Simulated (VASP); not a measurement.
Input of a VASP 6.6.1 run:

INCAR

```
PREC     = Accurate       # precision mode
ENCUT    = 520            # plane-wave cutoff, eV
EDIFF    = 1E-6           # SCF threshold, eV
ISMEAR   = 0              # smearing method
SIGMA    = 0.05           # smearing width, eV
LREAL    = F              # projectors in reciprocal space
LASPH    = T              # aspherical terms in the spheres
NELM     = 80             # most SCF steps
ALGO     = Normal         # electronic algorithm
ISIF     = 2              # what is computed and relaxed
LWAVE    = F              # write WAVECAR
LCHARG   = F              # write CHGCAR
GGA      = PE             # functional
NBANDS   = 26             # bands
```

File KPOINTS:

```
regular mesh
0
Gamma
  10 10 6
```

File POSCAR:

```
CdSe
1.0
    4.3833493792      0.0000000000      0.0000000000
   -2.1916746896      3.7960919161      0.0000000000
    0.0000000000      0.0000000000      7.1544186791
Cd Se
2 2
Direct
    0.6666666667      0.3333333333     -0.0003929495
    0.3333333333      0.6666666667      0.4996070505
    0.6666666667      0.3333333333      0.3753929495
    0.3333333333      0.6666666667      0.8753929495
```

Potentials or basis: VASP PAW PBE potentials, release 64 (Cd, Se).

Run with:

```console
$ cat potpaw_PBE.64/Cd/POTCAR potpaw_PBE.64/Se/POTCAR > POTCAR
$ mpirun -np 1 vasp_std > vasp.out
```

Q: Predict the pressure.

A: 0.2 GPa.

Q: Estimate the band gap on the k mesh.

A: 0.54 eV.

**Measured values to compare with.**

A printed reference work, data compilation reports, for a bulk crystal of CdSe at 2 K: band gap 1.841 eV.

Against the measured gap of CdSe, 1.841 eV (2 K; a printed reference work, data compilation), the calculated 0.54 eV is off by -1.30 eV. So large a miss can be the level of theory's own, or it may mean another phase, state or a wrong row. Spin-orbit coupling on Cd, Se is left out. The value is that of PBE, without temperature or zero-point motion. Semilocal functionals fall short of measured gaps as a rule.
